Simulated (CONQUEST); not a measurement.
# BaTiO3 (P4mm) in CONQUEST: a series of runs

The runs below take BaTiO3 through equation of state, with PBE.

Program: CONQUEST 1.3. These are calculated values, not measurements. Logs are shortened: lines on timing, memory, paths and dates and some standing lists are left out, and cuts for length are marked.

### Step 1. The structure

The structure is tetragonal, space group P4mm (No. 99). Conventional cell: a = 4.000 Å, b = 4.000 Å, c = 4.018 Å, α = 90.00°, β = 90.00°, γ = 90.00°. Ba (site symmetry 4mm) is surrounded by 12 O at 2.79 to 2.88 Å. Ti (site symmetry 4mm) is surrounded by 6 O at 1.89 to 2.13 Å. Around O (site symmetry 2mm) lie 2 Ti at 2.00 Å. O (site symmetry 4mm) is surrounded by 2 Ti at 1.89 to 2.13 Å.

### Step 2. Equation of state, PBE, 12.08 Å³/atom (volume scaled by 0.94)

File Conquest_input:

```
IO.Title BaTiO3
IO.Coordinates coords.dat
IO.FractionalAtomicCoords T
IO.Iprint 2
IO.Iprint_init 1
General.NumberOfSpecies 3
General.PseudopotentialType hamann
AtomMove.TypeOfRun static
AtomMove.FullStress T
Grid.PointsAlongX 48
Grid.PointsAlongY 48
Grid.PointsAlongZ 48
DM.SolutionMethod diagon
Diag.MPMesh T
Diag.GammaCentred T
Diag.MPMeshX 7
Diag.MPMeshY 7
Diag.MPMeshZ 7
Diag.kT 0.00183747
minE.SCTolerance 1e-6
SC.MaxIters 100
IO.AtomChargeOutput T
%block ChemicalSpeciesLabel
1 137.330 Ba
2 47.880 Ti
3 16.000 O
%endblock
```

File coords.dat:

```
    7.4042276139     0.0000000000     0.0000000000
    0.0000000000     7.4042276139     0.0000000000
    0.0000000000     0.0000000000     7.4379185341
5
  0.0000000000   0.0000000000   0.0000000000 1 T T T
  0.5000000000   0.5000000000   0.5100000000 2 T T T
  0.5000000000   0.0000000000   0.4830000000 3 T T T
  0.0000000000   0.5000000000   0.4830000000 3 T T T
  0.5000000000   0.5000000000   0.9810000000 3 T T T
```

Potentials or basis: PseudoDojo NC PBE, SZP, grid of 48 × 48 × 48 points.

Run with:

```
OMP_NUM_THREADS=1 Conquest
```

Standard output:

```text
Simulation cell dimensions:     7.4042 a0 x     7.4042 a0 x     7.4379 a0

      Atomic coordinates (a0)
         Atom         X         Y         Z  Species
            1    0.0000    0.0000    0.0000        1
            2    3.7021    3.7021    3.7933        2
            3    3.7021    0.0000    3.5925        3
            4    0.0000    3.7021    3.5925        3
            5    3.7021    3.7021    7.2966        3

WARNING: matrix size is a prime number      53

WARNING: prime: set block_size_c = block_size_r = 1

         Monkhorst-Pack mesh:   7 x   7 x   7 gamma-centred
        This calculation includes non-local pseudopotentials,
         with a maximum core radius of     10.78210748

    Job title: BaTiO3
    Job to be run: static calculation

[... 5 lines left out ...]
      Using Fermi-Dirac smearing

    Integration grid size:     48 x   48 x   48

    Integration grid spacing:  0.154 a0 x 0.154 a0 x 0.155 a0

    Number of species:  3
    --------------------------------------------------------
    |   #  mass (au)  Charge (e)  SF Rad (a0)  NSF  Label  |
    --------------------------------------------------------
    |   1    137.330      10.000       11.002   13  Ba     |
    |   2     47.880      12.000        8.523   13  Ti     |
    |   3     16.000       6.000        5.114    9  O      |
    --------------------------------------------------------
          SCF tolerance:                 0.00000100
          SCF iterations:               100

    The functional used will be GGA PBE96

           radial cut-off to be used is taken to be max PAO cut-off radius for this species:   10.782107

           greatest ang. mom. for making density from PAOs:  2

           radial cut-off to be used is taken to be max PAO cut-off radius for this species:    8.226919

           greatest ang. mom. for making density from PAOs:  2

           radial cut-off to be used is taken to be max PAO cut-off radius for this species:    4.914330

           greatest ang. mom. for making density from PAOs:  2
    Minimum blocs/proc is     1728. Maximum blocs/proc is     1728
    set_atom_dens: In set_atomic_density, electrons :      40.000000000000
 matrix_size & matrix_size_padH =           53          53

    Screened ion int: energy:    -102.325982617248 Ha

    new_SC_potl: Starting.  Tolerance:  0.10000E-05

    PulayMixSC: Starting Pulay mixing, A_up =  0.500 A_dn =  0.500
    PulayMixSC: Spin non-polarised calculation.
          Harris-Foulkes Energy            :      -137.527832109258043 Ha
          (TS=0 as O(N) or entropic contribution is negligible)
          DFT Total Energy                 :      -136.787433747597134 Ha
          Total number of electrons        :        40.000000000000007
    PulayMixSC: Pulay iteration     1 residual:              0.10155E-01
          Harris-Foulkes Energy            :      -137.536075504264119 Ha
          GroundState Energy (E-(1/2)TS)   :      -137.536529749969105 Ha
          Free Energy (E-TS)               :      -137.536983995674092 Ha
          DFT Total Energy                 :      -135.334986624021411 Ha
          Total number of electrons        :        40.000006055644938
    PulayMixSC: Pulay iteration     2 residual:              0.16101E-01
          Harris-Foulkes Energy            :      -137.341693545552516 Ha
          (TS=0 as O(N) or entropic contribution is negligible)
          DFT Total Energy                 :      -137.185762569799749 Ha
          Total number of electrons        :        40.000006078003196
    PulayMixSC: Pulay iteration     3 residual:              0.41112E-02
          Harris-Foulkes Energy            :      -137.307342048856754 Ha
          (TS=0 as O(N) or entropic contribution is negligible)
          DFT Total Energy                 :      -137.272821704089949 Ha
          Total number of electrons        :        40.000004599975433
    PulayMixSC: Pulay iteration     4 residual:              0.19536E-02
          Harris-Foulkes Energy            :      -137.299167282098125 Ha
          (TS=0 as O(N) or entropic contribution is negligible)
          DFT Total Energy                 :      -137.297597964268789 Ha
          Total number of electrons        :        40.000003920687625
    PulayMixSC: Pulay iteration     5 residual:              0.54105E-03
          Harris-Foulkes Energy            :      -137.299145750745964 Ha
          (TS=0 as O(N) or entropic contribution is negligible)
          DFT Total Energy                 :      -137.297647638437866 Ha
          Total number of electrons        :        40.000004480973821
    PulayMixSC: Pulay iteration     6 residual:              0.41293E-03
          Harris-Foulkes Energy            :      -137.298841369800243 Ha
          (TS=0 as O(N) or entropic contribution is negligible)
          DFT Total Energy                 :      -137.298778840966520 Ha
          Total number of electrons        :        40.000004920539546
    PulayMixSC: Pulay iteration     7 residual:              0.90471E-04
          Harris-Foulkes Energy            :      -137.298828568391059 Ha
          (TS=0 as O(N) or entropic contribution is negligible)
          DFT Total Energy                 :      -137.298827271970595 Ha
          Total number of electrons        :        40.000005031748962
    PulayMixSC: Pulay iteration     8 residual:              0.12848E-04
          Harris-Foulkes Energy            :      -137.298828237621279 Ha
          (TS=0 as O(N) or entropic contribution is negligible)
          DFT Total Energy                 :      -137.298828233930266 Ha
          Total number of electrons        :        40.000005061515218
    PulayMixSC: Pulay iteration     9 residual:              0.10550E-05
          Harris-Foulkes Energy            :      -137.298828237264956 Ha
          (TS=0 as O(N) or entropic contribution is negligible)
          DFT Total Energy                 :      -137.298828236214717 Ha
          Total number of electrons        :        40.000005057654185
    PulayMixSC: Pulay iteration    10 residual:              0.47087E-06
    PulayMixSC: Reached SCF tolerance of  0.47087E-06 after     10 iterations
      | Number of electrons      =        40.000005
      |* band energy as 2Tr[K.H] =       -35.197748507746880 Ha
      |  screened ion-ion energy =      -102.325982617247931 Ha
      |  Ha correction           =        -0.914058421813669 Ha
      |  XC correction           =         1.138971146212611 Ha
      |* Harris-Foulkes energy   =      -137.298828237264956 Ha
      |* DFT total energy        =      -137.298828236214717 Ha
      |  estimated accuracy      =        -0.000000001050239 Ha

    force: Forces on atoms (Ha/a0)
    force:  Atom   X              Y              Z
    force:     1  -0.0000000000  -0.0000000000  -0.0031433744
    force:     2  -0.0000000000   0.0000000000  -0.0027137320
    force:     3   0.0000000000   0.0000000000   0.0002664080
    force:     4  -0.0000000000   0.0000000000   0.0002664080
    force:     5   0.0000000000   0.0000000000   0.0037083722

    force: Maximum force :        0.00370837(Ha/a0) on atom         5 in z direction
    force: Force Residual:        0.00249556 Ha/a0
    force: Total stress:        -19.55420827     0.00000000     0.00000000 GPa
                             0.00000000   -19.55420827     0.00000000
                             0.00000000     0.00000000   -20.34410558
    force: Average pressure:     19.81750738 GPa

    force: Finished force
    get_E_and_F: Change in energy during last step of electronic optimisation:  0.35632E-09

    BIBLIOGRAPHY: Please consider citing the following references in the conquest.bib file

    CONQUEST:         Bowler2002pt, Miyazaki2004, Nakata2020
    Basis:            Bowler2019
    DM:               Bowler:2006xr
    Pseudopotentials: Hamann2013, Bowler2019
    XC functional:    Perdew1996

    Warnings written to file Conquest_warnings; please check
```

Run time: 2.6 min. Hardware: 1 thread of Intel Xeon 6975P-C (Granite Rapids), shared host; peak memory 1.3 GiB.

What came out:

```
Free energy            : -3736.0914 eV
Pressure               : 19.8 GPa
Band gap on the k mesh : 1.64 eV, indirect (least direct gap 1.80 eV)
Mulliken charges       : Ba +1.07; Ti +0.71; O -0.59 e
```

Caveat: the atomic basis is small; Mulliken charges move with the basis; the real-space grid is too coarse here: the forces don't sum to zero and aren't listed, and the energy moves when atoms move against the grid; spin-orbit coupling is left out, which moves the levels of the heavy elements; an odd mesh through Γ misses points on the zone boundary, where band edges often lie; the basis of atomic orbitals isn't converged, which shifts pressures, moduli and gaps.

### Step 3. Equation of state, PBE, 12.34 Å³/atom (volume scaled by 0.96)

Conquest_input is that of step 2.

coords.dat, as its differences from that of step 2:

```diff
@@ -1,4 +1,4 @@
-    7.4042276139     0.0000000000     0.0000000000
-    0.0000000000     7.4042276139     0.0000000000
-    0.0000000000     0.0000000000     7.4379185341
+    7.4563717800     0.0000000000     0.0000000000
+    0.0000000000     7.4563717800     0.0000000000
+    0.0000000000     0.0000000000     7.4902999680
 5
```

Potentials or basis: PseudoDojo NC PBE, SZP, grid of 48 × 48 × 48 points.

Run with:

```
OMP_NUM_THREADS=1 Conquest
```

Run time: 2.5 min. Hardware: 1 thread of Intel Xeon 6975P-C (Granite Rapids), shared host; peak memory 1.2 GiB.

It converged, with:

| Quantity | Value |
| --- | --- |
| Free energy | -3736.2285 eV |
| Pressure | 14.5 GPa |
| Largest force | 0.148 eV/Å |
| Band gap on the k mesh | 1.60 eV, indirect (least direct gap 1.79 eV) |
| Mulliken charges | Ba +1.06; Ti +0.71; O -0.59 e |

Caveat: the atomic basis is small; Mulliken charges move with the basis; spin-orbit coupling is left out, which moves the levels of the heavy elements; an odd mesh through Γ misses points on the zone boundary, where band edges often lie; the basis of atomic orbitals isn't converged, which shifts pressures, moduli and gaps.

### Step 4. Equation of state, PBE, 12.60 Å³/atom (volume scaled by 0.98)

Conquest_input is that of step 3.

coords.dat, as its differences from that of step 3:

```diff
@@ -1,4 +1,4 @@
-    7.4563717800     0.0000000000     0.0000000000
-    0.0000000000     7.4563717800     0.0000000000
-    0.0000000000     0.0000000000     7.4902999680
+    7.5077966586     0.0000000000     0.0000000000
+    0.0000000000     7.5077966586     0.0000000000
+    0.0000000000     0.0000000000     7.5419588415
 5
```

Run with:

```
OMP_NUM_THREADS=1 Conquest
```

Run time: 2.5 min. Hardware: 1 thread of Intel Xeon 6975P-C (Granite Rapids), shared host; peak memory 1.2 GiB.

It converged, with:

```yaml
Free_energy: -3736.3282 eV
Pressure: 10.5 GPa
Band_gap_on_the_k_mesh: 1.57 eV, indirect (least direct gap 1.78 eV)
Mulliken_charges: Ba +1.06; Ti +0.71; O -0.59 e
```

Caveat: the atomic basis is small; Mulliken charges move with the basis; the real-space grid is too coarse here: the forces don't sum to zero and aren't listed, and the energy moves when atoms move against the grid; spin-orbit coupling is left out, which moves the levels of the heavy elements; an odd mesh through Γ misses points on the zone boundary, where band edges often lie; the basis of atomic orbitals isn't converged, which shifts pressures, moduli and gaps.

### Step 5. Equation of state, PBE, 12.86 Å³/atom

Conquest_input is that of step 4.

coords.dat, as its differences from that of step 4:

```diff
@@ -1,4 +1,4 @@
-    7.5077966586     0.0000000000     0.0000000000
-    0.0000000000     7.5077966586     0.0000000000
-    0.0000000000     0.0000000000     7.5419588415
+    7.5585265533     0.0000000000     0.0000000000
+    0.0000000000     7.5585265533     0.0000000000
+    0.0000000000     0.0000000000     7.5929195687
 5
```

Run with:

```
OMP_NUM_THREADS=1 Conquest
```

It took 2.4 min on 1 thread of Intel Xeon 6975P-C (Granite Rapids), shared host; peak memory 1.2 GiB.

The run converged. Its results:

```
Free energy            : -3736.3956 eV
Pressure               : 6.5 GPa
Largest force          : 0.196 eV/Å
Band gap on the k mesh : 1.54 eV, indirect (least direct gap 1.77 eV)
Mulliken charges       : Ba +1.05; Ti +0.72; O -0.59 e
```

Caveat: the atomic basis is small; Mulliken charges move with the basis; spin-orbit coupling is left out, which moves the levels of the heavy elements; an odd mesh through Γ misses points on the zone boundary, where band edges often lie; the basis of atomic orbitals isn't converged, which shifts pressures, moduli and gaps.

### Step 6. Equation of state, PBE, 13.11 Å³/atom (volume scaled by 1.02)

Conquest_input is that of step 5.

coords.dat, as its differences from that of step 5:

```diff
@@ -1,4 +1,4 @@
-    7.5585265533     0.0000000000     0.0000000000
-    0.0000000000     7.5585265533     0.0000000000
-    0.0000000000     0.0000000000     7.5929195687
+    7.6085844793     0.0000000000     0.0000000000
+    0.0000000000     7.6085844793     0.0000000000
+    0.0000000000     0.0000000000     7.6432052697
 5
```

Potentials or basis: PseudoDojo NC PBE, SZP, grid of 48 × 48 × 48 points.

Run with:

```
OMP_NUM_THREADS=1 Conquest
```

It took 2.3 min on 1 thread of Intel Xeon 6975P-C (Granite Rapids), shared host; peak memory 1.2 GiB.

It converged, with:

```
Free energy            : -3736.4305 eV
Pressure               : 2.6 GPa
Largest force          : 0.339 eV/Å
Band gap on the k mesh : 1.51 eV, indirect (least direct gap 1.75 eV)
Mulliken charges       : Ba +1.05; Ti +0.72; O -0.59 e
```

Caveat: the atomic basis is small; Mulliken charges move with the basis; spin-orbit coupling is left out, which moves the levels of the heavy elements; an odd mesh through Γ misses points on the zone boundary, where band edges often lie; the basis of atomic orbitals isn't converged, which shifts pressures, moduli and gaps.

### Step 7. Equation of state, PBE, 13.37 Å³/atom (volume scaled by 1.04)

Conquest_input is that of step 6.

coords.dat, as its differences from that of step 6:

```diff
@@ -1,4 +1,4 @@
-    7.6085844793     0.0000000000     0.0000000000
-    0.0000000000     7.6085844793     0.0000000000
-    0.0000000000     0.0000000000     7.6432052697
+    7.6579922565     0.0000000000     0.0000000000
+    0.0000000000     7.6579922565     0.0000000000
+    0.0000000000     0.0000000000     7.6928378634
 5
```

Run with:

```
OMP_NUM_THREADS=1 Conquest
```

Wall time 2.3 min (1 thread of Intel Xeon 6975P-C (Granite Rapids), shared host); peak memory 1.2 GiB.

Results (log left out):

* Free energy: -3736.4394 eV
* Pressure: -0.3 GPa
* Largest force: 0.436 eV/Å
* Band gap on the k mesh: 1.47 eV, indirect (least direct gap 1.73 eV)
* Mulliken charges: Ba +1.05; Ti +0.72; O -0.59, -0.58 e

Caveat: the atomic basis is small; Mulliken charges move with the basis; spin-orbit coupling is left out, which moves the levels of the heavy elements; an odd mesh through Γ misses points on the zone boundary, where band edges often lie; the basis of atomic orbitals isn't converged, which shifts pressures, moduli and gaps.

### Step 8. Equation of state, PBE, 13.63 Å³/atom (volume scaled by 1.06)

Conquest_input is that of step 7.

coords.dat, as its differences from that of step 7:

```diff
@@ -1,4 +1,4 @@
-    7.6579922565     0.0000000000     0.0000000000
-    0.0000000000     7.6579922565     0.0000000000
-    0.0000000000     0.0000000000     7.6928378634
+    7.7067705923     0.0000000000     0.0000000000
+    0.0000000000     7.7067705923     0.0000000000
+    0.0000000000     0.0000000000     7.7418381519
 5
```

Run with:

```
OMP_NUM_THREADS=1 Conquest
```

Run time: 2.4 min. Hardware: 1 thread of Intel Xeon 6975P-C (Granite Rapids), shared host; peak memory 1.1 GiB.

The run converged. Its results:

| Property | Result |
| --- | --- |
| Free energy | -3736.4261 eV |
| Pressure | -3.2 GPa |
| Band gap on the k mesh | 1.44 eV, indirect (least direct gap 1.71 eV) |
| Mulliken charges | Ba +1.05; Ti +0.72; O -0.59, -0.58 e |

Caveat: the atomic basis is small; Mulliken charges move with the basis; the real-space grid is too coarse here: the forces don't sum to zero and aren't listed, and the energy moves when atoms move against the grid; spin-orbit coupling is left out, which moves the levels of the heavy elements; an odd mesh through Γ misses points on the zone boundary, where band edges often lie; the basis of atomic orbitals isn't converged, which shifts pressures, moduli and gaps.

### Step 9. Equation of state, PBE

Potentials or basis: PseudoDojo NC PBE, SZP, grid of 48 × 48 × 48 points.

No new run: the results of the series are fitted here.

Results:

| Item | Value |
| --- | --- |
| Equilibrium volume | 13.34 Å³/atom |
| Bulk modulus at fixed shape and positions | 155 GPa |
| Pressure derivative of the bulk modulus | 5.0 (rough: it moves with the points fitted) |

Energy against volume, from the lowest point:
| volume (Å³/atom) | energy (meV/atom) |
| --- | --- |
| 12.085 | 69.59 |
| 12.342 | 42.18 |
| 12.599 | 22.24 |
| 12.856 | 8.76 |
| 13.113 | 1.77 |
| 13.371 | 0.00 |
| 13.628 | 2.67 |

Caveat: the atomic basis is small; the cell was scaled at fixed shape and fractional positions, which overstates the stiffness of a crystal with free parameters, most of all of layers and chains; the basis of atomic orbitals isn't converged, which shifts pressures, moduli and gaps.
